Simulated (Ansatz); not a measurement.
# 2H-WOS monolayer in a perpendicular field, part 2 of 2

Wanted: the out-of-plane response of the 2H-WOS monolayer. A positive field points along +c.

Ansatz 0.2.0; plane-wave DFT, PBE-D3(BJ), Ansatz PAW.

So far. Step 2 (Relaxation): The lattice constant a goes from 3.053 to 2.988 Å.

## 3. Single point, field 0

A sawtooth potential applies the field, turning back in the middle of the vacuum. With the dipole correction the typed value is the field outside the slab. The induced dipole is small, so the SCF threshold is tight.

The cell differs from the one that the last finished run ended in (c 37.022 → 20.807 Å).

File input.yaml:

```yaml
crystal:
  lattice:
    - [2.9884813596, 0.0, 0.0]
    - [-1.4942406798, 2.5881007762, 0.0]
    - [0.0, 0.0, 20.8067964652]
  atoms:
    - { symbol: S, position: [0.3333333333, 0.6666666667, 0.4325509703] }
    - { symbol: W, position: [0.0, 0.0, 0.5112348753] }
    - { symbol: O, position: [0.3333333333, 0.6666666667, 0.5674490297] }
kpoints:
  mp_grid: { grid: [18, 18, 1] }
  band_path:
    path: [[0, 0, 0], [0.5, 0, 0], [0.33333333, 0.33333333, 0], [0, 0, 0]]
    npoints: 16
hamiltonian:
  xc: pbe
  dispersion: d3bj
scf:
  occupations: { method: fermi_dirac, width: 0.02585 }
  convergence: { dr2_threshold: 1.0e-10 }
efield:
  axis: 3
  dipole_correction: true
  ramp_position: 0.97
  ramp_width: 0.06
  amplitude: 0
output:
  dos: { projected: true, e_range: [-6, 5] }
  write_potential: true
  write_density: true
  volumetric_format: npy
  elf: true
```

On the command line:

```bash
$ ansatz run input.yaml --threads 2 --pin off --max-ram 3072MiB --backend cpu --events-out ev --progress --plain --runs-dir out
```

Numbers of over 12 decimals in the logs are rounded to 6 here.

The program printed:

```text
[...]
Crystal: 3 atoms, lattice volume = 160.930 Å³
Basis set: ecut = 420 eV, 3057 PW (Γ)
Bands: 17, of which v1, the nominal top of the filled ones, is band 13 counted from 1 (12 counted from 0)
Symmetry: 6 space group operations
[...]
k-points: 37 of 324 (time reversal used)
[...]
SCF iter   1: F=—  HF=-11856.375266 eV  |F-HF|=—  |Δ(HF+E_count)|=         —  Δρ=5.39e-3  dr2=7.46e-2  ethr=1.77e-3  p=-0.061 e·Å  D=-6.82e-2 V/Å  ΔV_dip=1.42 eV  dr2_dipole=2.81e-3  V_vac-E_F(+/−)=5.88/4.46 eV  ⟨swp⟩=10.5  Hψ=4948  notcnv=0
efield: sawtooth ramp at fractional position 0.9700 (set: `efield.ramp_position`, or a place that a band, a saddle search or an elastic batch's reference lends), width 0.0600; the density the first Hamiltonian is built on has a dipole p = -0.061 e·Å; the dipole correction subtracts the counter field D = -6.82e-2 V/Å, which shifts the + side's vacuum level by +1.42 eV against the − side's; the planar-averaged density in the ramp window peaks in size at 2.1e-5 e/Å³
[...]
SCF iter   2: F=—  HF=-11856.418816 eV  |F-HF|=—  |Δ(HF+E_count)|=   4.35e-2  Δρ=8.62e-3  dr2=3.73e-1  ethr=2.87e-4  p=-0.025 e·Å  D=-2.84e-2 V/Å  ΔV_dip=0.59 eV  dr2_dipole=6.77e-2  V_vac-E_F(+/−)=5.17/4.57 eV  ⟨swp⟩=4.8  Hψ=1984  notcnv=0  recentre
[...]
SCF iter  10: F=-11856.370479 eV  HF=-11856.370479 eV  |F-HF|=3.27e-11  |Δ(HF+E_count)|=  2.71e-10  Δρ=2.02e-7  dr2=4.40e-11  ethr=1.00e-12  p=-0.071 e·Å  D=-7.94e-2 V/Å  ΔV_dip=1.65 eV  dr2_dipole=1.15e-13  V_vac-E_F(+/−)=5.65/4.00 eV  ⟨swp⟩=3.4  Hψ=2814  notcnv=0
SCF 1 converged in 10 iterations: F = -11856.370479 eV  dr2 = 4.40e-11
[...]
NSCF: frozen V_eff on 49 k-points
efield: sawtooth ramp at fractional position 0.9700 (kept from the solve that this one continues, or follows in the run), width 0.0600; the density the first Hamiltonian is built on has a dipole p = -0.071 e·Å; the dipole correction subtracts the counter field D = -7.94e-2 V/Å, which shifts the + side's vacuum level by +1.65 eV against the − side's; the planar-averaged density in the ramp window peaks in size at 4.1e-6 e/Å³
WARN: The output density's exchange-correlation potential varies sharply where the density is thin. Do not read a vacuum level from v_tot or v_xc, or from such a field of the output density. On a cell that repeats whose density bears no net charge and no dipole along the vacuum's axis use v_es (v_loc + v_h of the components); under efield.dipole_correction with no amplitude use v_es + v_field, which holds any externa [...]
SCF converged after 10 iterations
Free energy (F): -11856.370479 eV
[...]
Internal energy: -11856.370479 eV  (E = F + TS)
E sigma→0 (E₀):  -11856.370479 eV
Fermi energy:    0.013434 eV
Dipole field:    D = -0.079415 V/Å  (p = -0.070628 e·Å, saw-weighted, corrected)
Work function:   Φ+ = 5.6496 eV   Φ− = 3.9973 eV
Levels:          The Fermi level and band energies are counted from a zero that moves with the ramp; work functions are not
[...]
--- Band table (eV; the first three rows and the last of 37) ---
  k-point 0: bands = [... 9 lower, -4.3247, -2.9642, -2.9642, -0.8186, 1.5894, 1.5894, 2.1485, 2.1485]
  k-point 1: bands = [... 9 lower, -4.3100, -3.0876, -3.0165, -0.8697, 1.5249, 1.5948, 2.0466, 2.2128]
  k-point 2: bands = [... 9 lower, -4.3544, -3.3599, -3.1439, -1.0533, 1.4123, 1.5837, 1.8650, 2.4171]
  k-point 36: bands = [... 9 lower, -5.8187, -5.0011, -4.0251, -1.7214, 0.8497, 2.3596, 3.2730, 4.0611]
```

Run time: 9.7 s. Hardware: 2 threads of Arm Neoverse V2, shared host; peak memory 0.42 GiB; 19 s of CPU time.

This step gave:

```
gap on the k-mesh                  : 1.668 eV
dipole along the normal            : -0.07063 e·Å
gap along the path                 : 1.668 eV
smallest direct gap along the path : 2.396 eV
step between the vacuum levels     : 1.652 eV
ionisation energy, upper face      : 6.482 eV
electron affinity, upper face      : 4.813 eV
ionisation energy, lower face      : 4.829 eV
gap, the smaller of path and mesh  : 1.668 eV
```

Running mean over a fixed 2.7 Å (it still follows the layers) of the planar mean; the ramp of the sawtooth is left out. Table of electron's electrostatic potential energy less the Fermi level by z:

| z (Å) | electron's electrostatic potential energy less the Fermi level (eV) |
| --- | --- |
| 2.89 | 4.00 |
| 3.32 | 4.00 |
| 3.76 | 4.00 |
| 4.05 | 4.00 |
| 4.48 | 4.00 |
| 4.91 | 4.00 |
| 5.35 | 3.99 |
| 5.78 | 3.98 |
| 6.07 | 3.95 |
| 6.50 | 3.81 |
| 6.94 | 3.25 |
| 7.37 | 1.56 |
| 7.80 | -0.768 |
| 8.24 | -2.97 |
| 8.53 | -4.29 |
| 8.96 | -7.16 |
| 9.39 | -10.9 |
| 9.83 | -13.5 |
| 10.26 | -14.0 |
| 10.55 | -13.7 |
| 10.98 | -12.6 |
| 11.41 | -10.5 |
| 11.85 | -6.91 |
| 12.28 | -2.67 |
| 12.57 | -0.283 |
| 13.00 | 2.49 |
| 13.44 | 4.54 |
| 13.87 | 5.45 |
| 14.30 | 5.61 |
| 14.74 | 5.64 |
| 15.03 | 5.65 |
| 15.46 | 5.65 |
| 15.89 | 5.65 |
| 16.33 | 5.65 |
| 16.76 | 5.65 |
| 17.05 | 5.65 |
| 17.48 | 5.65 |
| 17.92 | 5.65 |

The density of states has structure finer than the step of the table below, so its rows give means over 0.2 eV, whole bins alone (the curve runs from -6 to 1.83 eV). Peaks (eV: height): -5.75: 6.47, -5.39: 5.57, -3.85: 18.5, -3.35: 5.36, -2.14: 6.73, 1.17: 5.13, 1.55: 7.51.

The density of states by energy, zero at the Fermi level of the run, which the smearing sets inside the gap; means over each step:

| energy (eV) | density of states (states/eV a cell) |
| --- | --- |
| -5.8 | 4.16 |
| -5.6 | 2.67 |
| -5.4 | 3.07 |
| -5.2 | 0.882 |
| -5.0 | 1.36 |
| -4.8 | 0.813 |
| -4.6 | 0.881 |
| -4.4 | 1.23 |
| -4.2 | 0.889 |
| -4.0 | 2.35 |
| -3.8 | 7.10 |
| -3.6 | 2.33 |
| -3.4 | 3.20 |
| -3.2 | 2.33 |
| -3.0 | 0.381 |
| -2.8 | 0 |
| -2.6 | 0 |
| -2.4 | 0.333 |
| -2.2 | 3.41 |
| -2.0 | 2.97 |
| -1.8 | 1.60 |
| -1.6 | 0.420 |
| -1.4 | 0.364 |
| -1.2 | 0.347 |
| -1.0 | 0.357 |
| -0.8 | 0.119 |
| -0.6 | 0 |
| -0.4 | 0 |
| -0.2 | 0 |
| 0.0 | 0 |
| 0.2 | 0 |
| 0.4 | 0 |
| 0.6 | 0 |
| 0.8 | 0.0625 |
| 1.0 | 1.68 |
| 1.2 | 4.19 |
| 1.4 | 2.40 |
| 1.6 | 4.03 |

Projected DOS per atom over height of the atomic layer and energy from the Fermi level. Layers: S W O from below.

Values in states/eV, 22 rows by 3 columns, each cell a mean:
```
0.55 1.87 0.42
0.80 2.07 0.36
0.27 0.71 0.09
0.00 0.00 0.00
0.00 0.00 0.00
0.00 0.00 0.00
0.00 0.00 0.00
0.01 0.10 0.07
0.02 0.19 0.13
0.03 0.27 0.13
0.26 1.62 0.49
0.19 1.38 0.56
0.00 0.00 0.00
0.20 0.20 0.04
1.63 0.94 0.31
2.10 0.61 0.93
1.23 0.39 0.80
0.57 0.21 0.35
0.38 0.18 0.26
0.43 0.19 0.51
0.71 0.49 1.63
0.22 0.93 1.93
```
Columns: height of the atomic layer (Å) from 9 to 11.8 (not evenly spaced); rows upwards: energy from the Fermi level (eV) from -5.96 to 1.78.

Electronic bands along the path, in eV, zero at the Fermi level of the run, which the smearing sets inside the gap:

| point | band 10 | band 11 | band 12 | band 13 | band 14 | band 15 | band 16 | band 17 |
| --- | --- | --- | --- | --- | --- | --- | --- | --- |
| Γ | -4.34 | -2.98 | -2.98 | -0.83 | 1.58 | 1.58 | 2.14 | 2.14 |
| halfway | -5.41 | -3.72 | -3.36 | -2.01 | 1.16 | 1.57 | 2.20 | 3.23 |
| M | -5.92 | -3.85 | -3.08 | -2.14 | 1.76 | 2.29 | 2.84 | 3.88 |
| halfway | -5.46 | -4.45 | -3.88 | -1.86 | 1.37 | 2.32 | 3.30 | 3.39 |
| K | -5.83 | -5.01 | -4.04 | -1.73 | 0.84 | 2.35 | 3.26 | 4.05 |
| halfway | -5.25 | -4.16 | -3.44 | -2.06 | 1.00 | 1.90 | 2.20 | 3.42 |
| Γ | -4.34 | -2.98 | -2.98 | -0.83 | 1.58 | 1.58 | 2.14 | 2.14 |

Electrostatic potential energy in the ca plane at fractional y = 0.667, with atoms of S and O within 0.2 Å of it. With pseudopotentials it is smooth inside the atoms' cores, unlike the true potential.

Ten even steps from '0' (-37 eV) to '9' (5 eV), each cell a mean:
```
99999999999999988874236899999999999999999999
99999999999999988874236799999999999999999999
99999999999999866776557889999999999999999999
99999999999998510267776348999999999999999999
99999999999997201047872004999999999999999999
99999999999997101047872004999999999999999999
99999999999998400267775227999999999999999999
99999999999999865676567889999999999999999999
```
Columns run along c (16.0 Å, from fractional 0.15 to 0.92 of the cell; values clipped at the 3rd and 97th percentile), rows up along a (3.0 Å). Atoms in or near the plane, at fractional coordinates: S at (0.43, 0.33), O at (0.57, 0.33).

Valence density in the ca plane at fractional y = 0.667, with atoms of S and O within 0.2 Å of it. It is the smooth field of the valence electrons, not physical close to the nuclei.

Values in e/Å³, 5 rows by 16 columns, each cell a mean:
```
0.0 0.0 0.0 0.0 0.0 0.2 0.3 0.9 0.3 0.0 0.0 0.0 0.0 0.0 0.0 0.0
0.0 0.0 0.0 0.0 0.0 0.4 0.5 0.6 0.4 0.1 0.0 0.0 0.0 0.0 0.0 0.0
0.0 0.0 0.0 0.0 0.1 0.9 0.9 0.4 3.1 0.9 0.0 0.0 0.0 0.0 0.0 0.0
0.0 0.0 0.0 0.0 0.2 0.8 0.8 0.5 4.4 1.3 0.0 0.0 0.0 0.0 0.0 0.0
0.0 0.0 0.0 0.0 0.1 0.6 0.7 0.5 0.8 0.2 0.0 0.0 0.0 0.0 0.0 0.0
```
Columns run along c (16.0 Å, from fractional 0.15 to 0.92 of the cell), rows up along a (3.0 Å). Atoms in or near the plane, at fractional coordinates: S at (0.43, 0.33), O at (0.57, 0.33).

ELF in the ca plane at fractional y = 0.667, with atoms of S and O within 0.2 Å of it. It is the smooth field of the valence electrons, not physical close to the nuclei.

Ten even steps from '0' (0.00) to '9' (0.94), each cell a mean:
```
00000000000001233312431110000000000000000000
00000000000001123312431110000000000000000000
00000000000135777742222454210000000000000000
00000000002589987873126888631000000000000000
00000000014799941574147579852000000000000000
00000000014799941474147569852000000000000000
00000000002589986873136888631000000000000000
00000000000246788752223565310000000000000000
```
Columns run along c (16.0 Å, from fractional 0.15 to 0.92 of the cell), rows up along a (3.0 Å). Atoms in or near the plane, at fractional coordinates: S at (0.43, 0.33), O at (0.57, 0.33).

The gap is 1.67 eV, with the valence edge 6.48 eV and the conduction edge 4.81 eV under the upper vacuum level. Spin-orbit coupling, left out in this run, matters for the bands of elements this heavy.

## 4. Atoms held, field 0.1 V/Å

input.yaml, as its differences from that of step 3:

```diff
@@ -25,5 +25,4 @@
   ramp_width: 0.06
-  amplitude: 0
+  amplitude: 0.1
 output:
-  dos: { projected: true, e_range: [-6, 5] }
   write_potential: true
@@ -31,2 +30 @@
   volumetric_format: npy
-  elf: true
```

The program printed:

```text
[...]
Crystal: 3 atoms, lattice volume = 160.930 Å³
Basis set: ecut = 420 eV, 3057 PW (Γ)
Bands: 17, of which v1, the nominal top of the filled ones, is band 13 counted from 1 (12 counted from 0)
Symmetry: 6 space group operations
[...]
k-points: 37 of 324 (time reversal used)
[...]
--- Band table (eV; the first three rows and the last of 37) ---
  k-point 0: bands = [... 9 lower, -4.3518, -2.9874, -2.9874, -0.8349, 1.5711, 1.5711, 2.1220, 2.1220]
  k-point 1: bands = [... 9 lower, -4.3368, -3.1112, -3.0399, -0.8861, 1.5063, 1.5759, 2.0194, 2.1869]
  k-point 2: bands = [... 9 lower, -4.3796, -3.3851, -3.1680, -1.0697, 1.3906, 1.5634, 1.8407, 2.3927]
  k-point 36: bands = [... 9 lower, -5.8363, -5.0168, -4.0465, -1.7431, 0.8295, 2.3312, 3.2520, 4.0357]
[key lines of the parts left out:]
SCF converged after 13 iterations
Free energy (F): -11856.364336 eV
Fermi energy:    -0.004895 eV
Dipole field:    D = -0.058743 V/Å  (p = -0.052244 e·Å, saw-weighted, corrected)
```

Elapsed: 11 s, on 2 threads; peak memory 0.4 GiB.

The dipole is -0.0522 e·Å, 0.0184 e·Å from its value without field, and the gap 1.664 eV.

## 5. Atoms held, field -0.1 V/Å

input.yaml, as its differences from that of step 4:

```diff
@@ -25,3 +25,3 @@
   ramp_width: 0.06
-  amplitude: 0.1
+  amplitude: -0.1
 output:
```

The program printed:

```text
[...]
Crystal: 3 atoms, lattice volume = 160.930 Å³
Basis set: ecut = 420 eV, 3057 PW (Γ)
Bands: 17, of which v1, the nominal top of the filled ones, is band 13 counted from 1 (12 counted from 0)
Symmetry: 6 space group operations
[...]
k-points: 37 of 324 (time reversal used)
[...]
--- Band table (eV; the first three rows and the last of 37) ---
  k-point 0: bands = [... 9 lower, -4.2984, -2.9416, -2.9416, -0.8031, 1.6071, 1.6071, 2.1744, 2.1744]
  k-point 1: bands = [... 9 lower, -4.2839, -3.0647, -2.9937, -0.8541, 1.5426, 1.6130, 2.0729, 2.2381]
  k-point 2: bands = [... 9 lower, -4.3299, -3.3354, -3.1204, -1.0375, 1.4327, 1.6032, 1.8885, 2.4409]
  k-point 36: bands = [... 9 lower, -5.8021, -4.9859, -4.0041, -1.7002, 0.8693, 2.3873, 3.2932, 4.0859]
[key lines of the parts left out:]
SCF converged after 13 iterations
Free energy (F): -11856.378461 eV
Fermi energy:    0.031072 eV
Dipole field:    D = -0.100065 V/Å  (p = -0.088994 e·Å, saw-weighted, corrected)
```

Elapsed: 11 s, on 2 threads; peak memory 0.4 GiB; 21 s of CPU time.

The dipole is -0.0890 e·Å, -0.0184 e·Å from its value without field, and the gap 1.672 eV.

## 6. Response, atoms held

This step: plane-wave DFT, PBE-D3(BJ), Ansatz PAW; response to a field along the normal, atoms held (Ansatz 0.2.0).

The dipoles give the slope, and the difference of two potentials shows where the field is screened.

This step gave:

| Item | Value |
| --- | --- |
| equivalent conductor thickness p/(ε₀AE) | 4.299 Å |
| distance between the outer atoms | 2.807 Å |

The dipole of the cell by applied field:

| applied field (V/Å) | dipole of the cell (e·Å) |
| --- | --- |
| -0.1000 | -0.0890 |
| 0.0000 | -0.0706 |
| 0.1000 | -0.0522 |

Local field over the applied field, running mean. From the potentials at -0.1 and 0.1 V/Å; running mean over 2.5 Å. The local field over applied field by z:

| z (Å) | local field over applied field |
| --- | --- |
| 4.05 | 1.000 |
| 4.48 | 0.999 |
| 4.91 | 0.997 |
| 5.35 | 0.993 |
| 5.78 | 0.981 |
| 6.21 | 0.955 |
| 6.65 | 0.897 |
| 7.08 | 0.794 |
| 7.51 | 0.655 |
| 7.95 | 0.502 |
| 8.38 | 0.344 |
| 8.81 | 0.208 |
| 9.25 | 0.117 |
| 9.68 | 0.0712 |
| 10.11 | 0.0564 |
| 10.69 | 0.0897 |
| 11.13 | 0.157 |
| 11.56 | 0.258 |
| 11.99 | 0.392 |
| 12.43 | 0.544 |
| 12.86 | 0.694 |
| 13.29 | 0.822 |
| 13.73 | 0.918 |
| 14.16 | 0.968 |
| 14.59 | 0.989 |
| 15.03 | 0.996 |
| 15.46 | 0.999 |
| 15.89 | 1.000 |
| 16.33 | 1.000 |
| 16.76 | 1.000 |

Electrons, planar mean, per unit field. Table of induced electron density by z:

| z (Å) | induced electron density (e/Å³ per V/Å) |
| --- | --- |
| 4.05 | 1.7e-6 |
| 4.48 | 4.4e-6 |
| 4.91 | 1.2e-5 |
| 5.35 | 3.1e-5 |
| 5.78 | 8.2e-5 |
| 6.21 | 2.1e-4 |
| 6.65 | 5.1e-4 |
| 7.08 | 0.00119 |
| 7.51 | 0.00245 |
| 7.95 | 0.00367 |
| 8.38 | 0.00260 |
| 8.81 | 9.3e-4 |
| 9.25 | 0.00121 |
| 9.68 | -5.7e-4 |
| 10.11 | -8.1e-4 |
| 10.69 | 3.4e-4 |
| 11.13 | -2.8e-4 |
| 11.56 | -0.00217 |
| 11.99 | -0.00184 |
| 12.43 | -0.00374 |
| 12.86 | -0.00237 |
| 13.29 | -9.9e-4 |
| 13.73 | -3.7e-4 |
| 14.16 | -1.3e-4 |
| 14.59 | -4.3e-5 |
| 15.03 | -1.4e-5 |
| 15.46 | -4.5e-6 |
| 15.89 | -1.6e-6 |
| 16.33 | -5.4e-7 |
| 16.76 | -1.7e-7 |

The smaller of the gaps on the path and on the k-mesh, counted as 0 under 0.03 eV. Gap against applied field:

| applied field (V/Å) | gap (eV) |
| --- | --- |
| -0.1000 | 1.67 |
| 0.0000 | 1.67 |
| 0.1000 | 1.66 |

By hand: between -0.1 and 0.1 V/Å the dipole changes by 0.03675 e·Å, a slope of 0.1837 e·Å²/V. A perfect conductor of thickness t has p = ε₀AEt, so t = 180.95 × 0.1837 / 7.734 = 4.30 Å (e/ε₀ = 180.95 V·Å, A in Å²).

The induced dipole is that of a conductor 4.30 Å thick.

## 7. What came out

```
gap without field                          : 1.67 eV
ionisation energy, upper face              : 6.48 eV
electron affinity, upper face              : 4.81 eV
step between the vacuum levels             : 1.65 eV
equivalent conductor thickness, atoms held : 4.30 Å
```

**Reading.** The induced dipole equals that of a perfect conductor 4.30 Å thick, while the outer atoms lie 2.81 Å apart; an out-of-plane ε follows only once a thickness t is chosen, by 1 − 1/ε = 4.30 Å / t. The two faces differ: the vacuum level above lies 1.65 eV higher than the one below. The gap stays within 0.01 eV of 1.67 eV over the fields run, up to 0.1 V/Å in size. Semilocal functionals give gaps that are too small, and excitons are not included. Spin-orbit coupling is left out, which matters for the bands of elements this heavy.

[Logs are printed without paths, hosts, clocks, repeated set-up lines and the standing remarks that a program may print on its own settings, such as how far it seeks lower states.]

[Hosts, paths, dates, database ids (printed as entryN), source tags and the programs' standing remarks are cut or masked in the printed files.]

[Maps of the electrostatic potential energy from Ansatz leave out the sawtooth potential of an applied field or a dipole correction, so their vacuum need not be flat; planar profiles and work functions include it.]

[The density of states shown here was stored with 400 of the rows of the run's finer table, so its peaks can read low, often by over a quarter, or be missed, and its means over a window can be off by a tenth or more.]
